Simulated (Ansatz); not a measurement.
## NaH and its competing phases

All numbers below come from DFT PBE, scalar-relativistic, plane waves, PAW in Ansatz 0.2.0. All cells share a 420 eV cutoff and Γ-centred k meshes spaced at most about 0.3 Å⁻¹ (2π included). No spin polarisation.

Formation energies are uncorrected and refer to the elements' standard structures at the same level (H₂ as a molecule).

These are static total energies at zero pressure. With hydrogen, zero-point motion can shift formation energies by some tens of meV/atom.

The competitors are the elements and 1 reference phase of this chemical system (from databases or known types: NaH), relaxed at the same level; other known phases may be missing.

The candidate was reached from: TaN type (P6/mmm).

```cif
data_structure
_symmetry_space_group_name_H-M 'P6/mmm'
_symmetry_Int_Tables_number 191
_cell_length_a 5.7277
_cell_length_b 5.7277
_cell_length_c 3.2672
_cell_angle_alpha 90.000
_cell_angle_beta 90.000
_cell_angle_gamma 120.000
_cell_volume 92.82
loop_
_atom_site_label
_atom_site_type_symbol
_atom_site_symmetry_multiplicity
_atom_site_Wyckoff_symbol
_atom_site_fract_x
_atom_site_fract_y
_atom_site_fract_z
_atom_site_occupancy
Na1 Na 1 a 0.00000 0.00000 0.00000 1
Na2 Na 2 d 0.33333 0.66667 0.50000 1
H1 H 3 f 0.50000 0.00000 0.00000 1
```

Question: Where does it stand against these competitors?

Answer: Not the lowest form: another structure of the same formula lies lower. Its formation energy is 0.013 eV/atom. The lowest competing phase at this composition is this:

```csv
phase,space group,source,share of atoms,ΔE_f (eV/atom)
NaH,Fm-3m (No. 225),COD,1.0000,-0.196
```

The candidate lies 0.21 eV/atom above this phase. The candidate matches no cell in the subsets of the Crystallography Open Database and the Materials Project at hand. The margin is far too high for a likely synthesis.
